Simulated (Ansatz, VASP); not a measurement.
# One calculation of LiF, two programs

File INCAR:

```
ALGO = Normal
EDIFF = 1E-6
ENCUT = 520
GGA = CA
ISIF = 2
ISMEAR = 0
LASPH = T
LCHARG = F
LREAL = F
LWAVE = F
NBANDS = 12
NELM = 100
PREC = Accurate
SIGMA = 0.05
```

File KPOINTS:

```
k-points
0
Gamma
  10 10 10
```

Contents of POSCAR:

```
LiF
1.0
    2.5595330000      0.0000000000      0.0000000000
    0.0000000000      2.5595330000      0.0000000000
    0.0000000000      0.0000000000      2.5595330000
F Li
1 1
Direct
    0.5000000000      0.5000000000      0.5000000000
    0.0000000000      0.0000000000      0.0000000000
```

The input input.yaml:

```yaml
crystal:
  lattice:
    - [2.559533, 0.0, 0.0]
    - [0.0, 2.559533, 0.0]
    - [0.0, 0.0, 2.559533]
  atoms:
    - { symbol: F, position: [0.5, 0.5, 0.5] }
    - { symbol: Li, position: [0.0, 0.0, 0.0] }
kpoints:
  mp_grid: { grid: [10, 10, 10] }
scf:
  occupations: { method: gaussian, width: 0.05 }
hamiltonian:
  xc: lda
  pseudopotentials: { kind: all_electron, lapw: { basis_error: 0.001 } }
output:
  forces: true
  stress: true
  eigenvalues: true
```

Measurements of this composition are mostly on another form, of space group No. 225.

Alike in both runs: task single point; functional LDA; k mesh 10 × 10 × 10; occupations gaussian, width 0.05 eV; no spin polarisation.

|  | VASP | Ansatz |
| --- | --- | --- |
| version | VASP 6.6.1 | Ansatz 0.2.0 |
| potentials or method | VASP PAW LDA potentials, release 64 (F, Li_sv) | all-electron LAPW, scalar-relativistic |
| plane-wave cutoff (eV) | 520 | see its input |

|  | VASP | Ansatz | Ansatz less VASP |
| --- | --- | --- | --- |
| gap on the k mesh at the Fermi level (eV) | 7.30 | 7.29 | -0.015 |
| least direct gap on the mesh (eV) | 7.99 | 7.97 | -0.017 |

Ansatz ran all-electron here, so the differences hold the error of VASP's frozen core and of both bases.

 As with any semilocal functional, this LDA gap is likely too small. A k mesh can miss the band edges.
